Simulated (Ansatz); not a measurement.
# Graphene monolayer in a perpendicular field, part 2 of 2

What dipole does a perpendicular field induce in the graphene monolayer? A positive field points along +c.

Ansatz 0.2.0; plane-wave DFT, PBE-D3(BJ), Ansatz PAW (set soft_1); PAW set soft_1.

So far. Step 2 (Relaxation): The lattice constant a goes from 2.467 to 2.466 Å.

## Step 3: Atoms held, field 0

A sawtooth potential applies the field, turning back in the middle of the vacuum. With the dipole correction the typed value is the field outside the slab. The induced dipole is small, so the SCF threshold is tight.

The cell differs from the one that the last finished run ended in (c 31.000 → 18.000 Å).

File input.yaml:

```yaml
crystal:
  lattice:
    - [2.4657242816, 0.0, 0.0]
    - [-1.2328621408, 2.1353798666, 0.0]
    - [0.0, 0.0, 18.0]
  atoms:
    - { symbol: C, position: [0.6666666667, 0.3333333333, 0.5] }
    - { symbol: C, position: [0.3333333333, 0.6666666667, 0.5] }
kpoints:
  mp_grid: { grid: [24, 24, 1] }
  band_path:
    path: [[0, 0, 0], [0.5, 0, 0], [0.33333333, 0.33333333, 0], [0, 0, 0]]
    npoints: 16
hamiltonian:
  xc: pbe
  dispersion: d3bj
  pseudopotentials: { kind: paw, azcp: { folder: soft_1 } }
scf:
  occupations: { method: fermi_dirac, width: 0.02585 }
  convergence: { dr2_threshold: 1.0e-10 }
efield:
  axis: 3
  dipole_correction: true
  ramp_position: 0.97
  ramp_width: 0.06
  amplitude: 0
output:
  dos: { projected: true, e_range: [-6, 5] }
  write_potential: true
  write_density: true
  volumetric_format: npy
  elf: true
```

Started as:

```
> ansatz run input.yaml --threads 2 --pin off --max-ram 3072MiB --backend cpu --events-out ev --progress --plain --runs-dir out
```

Numbers of over 12 decimals in the logs are rounded to 6 here.

The program printed:

```text
[...]
Crystal: 2 atoms, lattice volume = 94.775 Å³
Basis set: ecut = 420 eV, 1795 PW (Γ)
Bands: 8, of which v1, the nominal top of the filled ones, is band 4 counted from 1 (3 counted from 0)
Symmetry: 12 space group operations
k-points: 61 of 576
[...]
SCF iter   1: F=—  HF=-503.223149 eV  |F-HF|=—  |Δ(HF+E_count)|=         —  Δρ=5.51e-2  dr2=2.64e0  ethr=3.10e-3  p=-0.000 e·Å  D=-8.06e-16 V/Å  ΔV_dip=0.00 eV  dr2_dipole=1.04e-10  V_vac-E_F(+/−)=8.24/8.24 eV  ⟨swp⟩=6.2  Hψ=4281  notcnv=0
efield: sawtooth ramp at fractional position 0.9700 (set: `efield.ramp_position`, or a place that a band, a saddle search or an elastic batch's reference lends), width 0.0600; the density the first Hamiltonian is built on has a dipole p = -0.000 e·Å; the dipole correction subtracts the counter field D = -8.06e-16 V/Å, which shifts the + side's vacuum level by +0.00 eV against the − side's; the planar-averaged density in the ramp window peaks in size at 5.2e-7 e/Å³
[...]
SCF iter   2: F=—  HF=-502.208075 eV  |F-HF|=—  |Δ(HF+E_count)|=    1.02e0  Δρ=1.81e-2  dr2=3.27e-1  ethr=3.10e-3  p=0.000 e·Å  D=5.07e-6 V/Å  ΔV_dip=-0.00 eV  dr2_dipole=1.21e-10  V_vac-E_F(+/−)=2.95/2.95 eV  ⟨swp⟩=3.8  Hψ=1825  notcnv=0
[...]
SCF iter   8: F=-502.062308 eV  HF=-502.062308 eV  |F-HF|=2.39e-11  |Δ(HF+E_count)|=  2.53e-10  Δρ=2.18e-7  dr2=5.13e-11  ethr=1.25e-12  p=0.000 e·Å  D=4.90e-7 V/Å  ΔV_dip=-0.00 eV  dr2_dipole=6.79e-13  V_vac-E_F(+/−)=4.24/4.24 eV  ⟨swp⟩=1.3  Hψ=1512  notcnv=0
SCF 1 converged in 8 iterations: F = -502.062308 eV  dr2 = 5.13e-11
[...]
NSCF: frozen V_eff on 49 k-points
efield: sawtooth ramp at fractional position 0.9700 (kept from the solve that this one continues, or follows in the run), width 0.0600; the density the first Hamiltonian is built on has a dipole p = 0.000 e·Å; the dipole correction subtracts the counter field D = 4.90e-7 V/Å, which shifts the + side's vacuum level by -0.00 eV against the − side's; the planar-averaged density in the ramp window peaks in size at 4.0e-7 e/Å³
[...]
SCF converged after 8 iterations
Free energy (F): -502.062308 eV
[...]
Internal energy: -502.062059 eV  (E = F + TS)
E sigma→0 (E₀):  -502.062184 eV
Entropy (-TS):   -0.000249 eV (-0.124 meV/atom)
Fermi energy:    -2.141757 eV
Dipole field:    D = -0.000001 V/Å  (p = -0.000001 e·Å, saw-weighted, corrected)
Work function:   Φ+ = 4.2434 eV   Φ− = 4.2432 eV
Levels:          The Fermi level and band energies are counted from a zero that moves with the ramp; work functions are not
[...]
--- Band table (eV; the first three rows and the last of 61) ---
[...]
```

Run time: 8.8 s. Hardware: 2 threads of Arm Neoverse N1, shared host; peak memory 0.37 GiB.

Reading the cycles: dr2 is the Hartree energy of the density residual (eV), the measure of convergence; HF is the Harris–Foulkes estimate of the energy, which meets the free energy F at convergence.

This step gave:

```
energy at zero smearing   : -502.0622 eV
work function, upper face : 4.243 eV
dipole along the normal   : -5.87e-7 e·Å
```

Running mean over a fixed 2.7 Å (it still follows the layers) of the planar mean; the ramp of the sawtooth is left out. The electron's electrostatic potential energy less the Fermi level by z:

z (Å), electron's electrostatic potential energy less the Fermi level (eV) and a bar from the least value:
```
     2.88       4.24 ##############################
     3.31       4.24 ##############################
     3.74       4.24 ##############################
     4.18       4.24 ##############################
     4.61       4.24 ##############################
     5.04       4.24 ##############################
     5.47       4.24 ##############################
     5.90       4.22 ##############################
     6.19       4.19 ##############################
     6.62       4.00 #############################
     7.06       3.16 ###########################
     7.49      -0.08 ###################
     7.92      -4.61 #######
     8.35      -6.87 #
     8.78      -7.35 
     9.22      -7.35 
     9.65      -6.87 #
    10.08      -4.61 #######
    10.51      -0.08 ###################
    10.94       3.16 ###########################
    11.38       4.00 #############################
    11.81       4.19 ##############################
    12.10       4.22 ##############################
    12.53       4.24 ##############################
    12.96       4.24 ##############################
    13.39       4.24 ##############################
    13.82       4.24 ##############################
    14.26       4.24 ##############################
    14.69       4.24 ##############################
    15.12       4.24 ##############################
```

The density of states has structure finer than the step of the table below, so its rows give means over 0.25 eV, whole bins alone (the curve runs from -6 to 1.99 eV). Peaks (eV: height): -5.280: 0.811, -2.390: 1.12, 1.660: 0.970, 1.750: 1.05.

Table of density of states by energy, zero at the Fermi level; means over each step:

| energy (eV) | density of states (states/eV a cell) |
| --- | --- |
| -5.75 | 0.710 |
| -5.50 | 0.582 |
| -5.25 | 0.749 |
| -5.00 | 0.657 |
| -4.75 | 0.616 |
| -4.50 | 0.599 |
| -4.25 | 0.582 |
| -4.00 | 0.574 |
| -3.75 | 0.559 |
| -3.50 | 0.561 |
| -3.25 | 0.562 |
| -3.00 | 0.403 |
| -2.75 | 0.399 |
| -2.50 | 0.558 |
| -2.25 | 0.458 |
| -2.00 | 0.323 |
| -1.75 | 0.238 |
| -1.50 | 0.194 |
| -1.25 | 0.156 |
| -1.00 | 0.112 |
| -0.75 | 0.0912 |
| -0.50 | 0.0456 |
| -0.25 | 0.0228 |
| 0.00 | 0.00596 |
| 0.25 | 0.0239 |
| 0.50 | 0.0479 |
| 0.75 | 0.102 |
| 1.00 | 0.132 |
| 1.25 | 0.205 |
| 1.50 | 0.302 |
| 1.75 | 0.677 |

Layers: C2 from below. Projected DOS per atom against energy from the Fermi level; read off at these points:

energy from the Fermi level (eV), projected DOS per atom (states/eV) and a bar:
```
    -5.96      0.461 ##############################
    -5.69      0.335 ######################
    -5.42      0.280 ##################
    -5.24      0.386 #########################
    -5.15      0.353 #######################
    -4.88      0.313 ####################
    -4.61      0.298 ###################
    -4.34      0.293 ###################
    -4.07      0.287 ###################
    -3.80      0.278 ##################
    -3.53      0.282 ##################
    -3.26      0.276 ##################
    -2.99      0.179 ############
    -2.72      0.201 #############
    -2.45      0.277 ##################
    -2.36      0.349 #######################
    -2.18      0.190 ############
    -1.82      0.127 ########
    -1.55      0.106 #######
    -1.28      0.081 #####
    -1.01      0.055 ###
    -0.74      0.048 ###
    -0.47      0.021 #
    -0.20      0.009 
     0.07      0.003 
     0.34      0.016 #
     0.61      0.029 ##
     0.88      0.055 ###
     1.15      0.086 #####
     1.42      0.127 ########
     1.69      0.368 ########################
     1.96      0.210 ##############
```

The electronic bands at the labelled points (eV, zero at the Fermi level):

```csv
point,band 2,band 3,band 4,band 5,band 6,band 7,band 8
Γ,-7.63,-3.04,-3.04,3.26,4.06,4.40,5.61
halfway,-7.44,-5.89,-5.06,5.26,6.07,6.45,7.22
M,-13.25,-6.44,-2.36,1.68,7.37,11.11,11.26
halfway,-12.85,-8.25,-1.76,1.45,9.91,11.60,11.67
K,-12.61,-10.57,0.00,0.00,10.62,12.87,12.87
halfway,-7.78,-6.43,-5.33,5.93,6.37,6.75,7.14
Γ,-7.63,-3.04,-3.04,3.26,4.06,4.40,5.61
```

The electronic bands as a text plot (rows in eV, shown from -8.0 to 5.6 only):

```
    5.3 |*     ***** *                             *  ******    *
    4.8 |  ***** **   **                         **    ** *****
    4.2 |****  **                                        ********
    3.6 |  ****         *                       *           ***
    3.1 |**              *                     *               **
    2.5 |                 **
    1.9 |                   *****            **
    1.4 |                        *****      *
    0.8 |                             **  **
    0.2 |                               **
   -0.3 |                              ** **
   -0.9 |                             *
   -1.5 |                           **      *
   -2.0 |                      *****         **
   -2.6 |                 *****                *
   -3.2 |***             *                      *            ****
   -3.7 |   ***         *                                   ***
   -4.3 |    ****     **                         **      ****
   -4.9 |      * *** *                             *   ** **
   -5.4 |           **                              **   *
   -6.0 |       ****  ****                            ***
   -6.6 |       ***       ******                    ** ***
   -7.1 |   ****                **                 *  *   ***
   -7.7 |***       *              *              ** **       ****
         Γ                   M           K                      Γ
```

Electrostatic potential energy in the ca plane at fractional y = 0.333, with atoms of C within 0.2 Å of it. With pseudopotentials it is smooth inside the atoms' cores, unlike the true potential.

Values in eV, 5 rows by 16 columns, each cell a mean:
```
  2   2   2   2   2   2   2  -9 -13   1   2   2   2   2   2   2
  2   2   2   2   2   2   2 -12 -16   1   2   2   2   2   2   2
  2   2   2   2   2   2   2  -9 -13   1   2   2   2   2   2   2
  2   2   2   2   2   2   2  -5  -7   2   2   2   2   2   2   2
  2   2   2   2   2   2   2  -4  -7   2   2   2   2   2   2   2
```
Columns run along c (18.0 Å; values clipped at the 3rd and 97th percentile), rows up along a (2.5 Å). Atoms in or near the plane, at fractional coordinates: C at (0.50, 0.67).

Valence density in the ca plane at fractional y = 0.333, with atoms of C within 0.2 Å of it. It is the smooth field of the valence electrons, not physical close to the nuclei.

Ten steps, logarithmic in the rise over the least value, from '0' (0.0 e/Å³) to '9' (1.7 e/Å³), each cell a mean:
```
00000000000000000024799853100000000000000000
00000000000000000024799863100000000000000000
00000000000000000025799963100000000000000000
00000000000000000024799863100000000000000000
00000000000000000024799853100000000000000000
00000000000000000014688752100000000000000000
00000000000000000013688752100000000000000000
00000000000000000014688752100000000000000000
```
Columns run along c (18.0 Å), rows up along a (2.5 Å). Atoms in or near the plane, at fractional coordinates: C at (0.50, 0.67).

ELF in the ca plane at fractional y = 0.333, with atoms of C within 0.2 Å of it. It is the smooth field of the valence electrons, not physical close to the nuclei.

Ten even steps from '0' (0.00) to '9' (0.78), each cell a mean:
```
00000000000000000015899963000000000000000000
00000000000000000026854774100000000000000000
00000000000000000026830674100000000000000000
00000000000000000025876874100000000000000000
00000000000000000014899963000000000000000000
00000000000000000013688742000000000000000000
00000000000000000013577641000000000000000000
00000000000000000013689852000000000000000000
```
Columns run along c (18.0 Å), rows up along a (2.5 Å). Atoms in or near the plane, at fractional coordinates: C at (0.50, 0.67).

The work function of the upper face is 4.24 eV.

## Step 4: Single point, field 0.1 V/Å

input.yaml, as its differences from that of step 3:

```diff
@@ -23,7 +23,6 @@
   dipole_correction: true
-  ramp_position: 0.97
-  ramp_width: 0.06
-  amplitude: 0
+  ramp_position: 0.9144
+  ramp_width: 0.1711
+  amplitude: 0.1
 output:
-  dos: { projected: true, e_range: [-6, 5] }
   write_potential: true
@@ -31,2 +30 @@
   volumetric_format: npy
-  elf: true
```

The program printed:

```text
[...]
Crystal: 2 atoms, lattice volume = 94.775 Å³
Basis set: ecut = 420 eV, 1795 PW (Γ)
Bands: 8, of which v1, the nominal top of the filled ones, is band 4 counted from 1 (3 counted from 0)
Symmetry: 12 space group operations
k-points: 61 of 576
[...]
Internal energy: -502.062362 eV  (E = F + TS)
E sigma→0 (E₀):  -502.062486 eV
Entropy (-TS):   -0.000249 eV (-0.124 meV/atom)
Fermi energy:    -2.141955 eV
Dipole field:    D = 0.011544 V/Å  (p = 0.006046 e·Å, saw-weighted, corrected)
Work function:   not extracted (applied field tilts the vacuum); planar V_es + V_field profile in the machine report
[...]
--- Band table (eV; the first three rows and the last of 61) ---
[...]
[key lines of the parts left out:]
SCF converged after 8 iterations
Free energy (F): -502.062611 eV
```

Run time: 8.5 s. Hardware: 2 threads; peak memory 0.34 GiB.

The dipole is 0.00605 e·Å.

## Step 5: Single point, field -0.1 V/Å

input.yaml, as its differences from that of step 4:

```diff
@@ -25,3 +25,3 @@
   ramp_width: 0.1711
-  amplitude: 0.1
+  amplitude: -0.1
 output:
```

The program printed:

```text
[...]
Crystal: 2 atoms, lattice volume = 94.775 Å³
Basis set: ecut = 420 eV, 1795 PW (Γ)
Bands: 8, of which v1, the nominal top of the filled ones, is band 4 counted from 1 (3 counted from 0)
Symmetry: 12 space group operations
k-points: 61 of 576
[...]
Internal energy: -502.062362 eV  (E = F + TS)
E sigma→0 (E₀):  -502.062486 eV
Entropy (-TS):   -0.000249 eV (-0.124 meV/atom)
Fermi energy:    -2.142114 eV
Dipole field:    D = -0.011544 V/Å  (p = -0.006046 e·Å, saw-weighted, corrected)
Work function:   not extracted (applied field tilts the vacuum); planar V_es + V_field profile in the machine report
[...]
--- Band table (eV; the first three rows and the last of 61) ---
[...]
[key lines of the parts left out:]
SCF converged after 8 iterations
Free energy (F): -502.062611 eV
```

Run time: 8.5 s. Hardware: 2 threads; peak memory 0.34 GiB.

The dipole is -0.00605 e·Å.

## Step 6: Response, atoms held

This step: plane-wave DFT, PBE-D3(BJ), Ansatz PAW (set soft_1); response to a field along the normal, atoms held; PAW set soft_1 (Ansatz 0.2.0).

The dipoles give the slope, and the difference of two potentials shows where the field is screened.

Numbers from this step:

```
equivalent conductor thickness p/(ε₀AE) : 2.078 Å
distance between the outer atoms        : 0 Å
```

The dipole of the cell by applied field:

```csv
applied field (V/Å),dipole of the cell (e·Å)
-0.1000,-0.00605
0.0000,-5.9e-7
0.1000,0.00605
```

Local field over the applied field, running mean. From the potentials at -0.1 and 0.1 V/Å; running mean over 2.5 Å. The local field over applied field by z:

z (Å), local field over applied field and a bar from the least value:
```
     4.03      1.000 ##############################
     4.32      1.000 ##############################
     4.75      0.999 ##############################
     5.04      0.999 ##############################
     5.47      0.995 ##############################
     5.76      0.990 ##############################
     6.05      0.979 #############################
     6.48      0.942 ############################
     6.77      0.894 #########################
     7.06      0.820 ######################
     7.49      0.676 ################
     7.78      0.578 ############
     8.21      0.434 ######
     8.50      0.352 ##
     8.78      0.302 
     9.22      0.302 
     9.50      0.352 ##
     9.79      0.434 ######
    10.22      0.578 ############
    10.51      0.676 ################
    10.94      0.820 ######################
    11.23      0.894 #########################
    11.52      0.942 ############################
    11.95      0.979 #############################
    12.24      0.990 ##############################
    12.53      0.995 ##############################
    12.96      0.999 ##############################
    13.25      0.999 ##############################
    13.68      1.000 ##############################
    13.97      1.000 ##############################
```

Electrons, planar mean, per unit field. The induced electron density by z:

| z (Å) | induced electron density (e/Å³ per V/Å) |
| --- | --- |
| 4.03 | 1.7e-7 |
| 4.32 | 4.5e-7 |
| 4.61 | 1.1e-6 |
| 4.90 | 2.7e-6 |
| 5.04 | 4.2e-6 |
| 5.33 | 9.7e-6 |
| 5.62 | 2.3e-5 |
| 5.90 | 5.2e-5 |
| 6.19 | 1.2e-4 |
| 6.48 | 2.4e-4 |
| 6.77 | 5.0e-4 |
| 7.06 | 9.7e-4 |
| 7.20 | 0.00132 |
| 7.49 | 0.00233 |
| 7.78 | 0.00362 |
| 8.06 | 0.00442 |
| 8.35 | 0.00338 |
| 8.64 | 4.0e-4 |
| 8.93 | -3.9e-4 |
| 9.07 | 3.9e-4 |
| 9.36 | -4.0e-4 |
| 9.65 | -0.00338 |
| 9.94 | -0.00442 |
| 10.22 | -0.00362 |
| 10.51 | -0.00233 |
| 10.80 | -0.00132 |
| 10.94 | -9.7e-4 |
| 11.23 | -5.0e-4 |
| 11.52 | -2.4e-4 |
| 11.81 | -1.2e-4 |
| 12.10 | -5.2e-5 |
| 12.38 | -2.3e-5 |
| 12.67 | -9.7e-6 |
| 12.96 | -4.2e-6 |
| 13.10 | -2.7e-6 |
| 13.39 | -1.1e-6 |
| 13.68 | -4.5e-7 |
| 13.97 | -1.7e-7 |

By hand: between -0.1 and 0.1 V/Å the dipole changes by 0.01209 e·Å, a slope of 0.06046 e·Å²/V. A perfect conductor of thickness t has p = ε₀AEt, so t = 180.95 × 0.06046 / 5.265 = 2.08 Å (e/ε₀ = 180.95 V·Å, A in Å²).

The induced dipole is that of a conductor 2.08 Å thick.

## Step 7: Results

```
gap without field                          : none
work function, upper face                  : 4.24 eV
equivalent conductor thickness, atoms held : 2.08 Å
```

**Reading.** The induced dipole equals that of a perfect conductor 2.08 Å thick, for a flat layer of atoms. There is no gap over 0.03 eV, with or without the field.

[Logs are printed without paths, hosts, clocks, repeated set-up lines and the standing remarks that a program may print on its own settings, such as how far it seeks lower states.]

[Hosts, paths, dates, database ids (printed as entryN), source tags and the programs' standing remarks are cut or masked in the printed files.]

[Maps of the electrostatic potential energy from Ansatz leave out the sawtooth potential of an applied field or a dipole correction, so their vacuum need not be flat; planar profiles and work functions include it.]

[The density of states shown here was stored with 400 of the rows of the run's finer table, so its peaks can read low, often by over a quarter, or be missed, and its means over a window can be off by a tenth or more.]
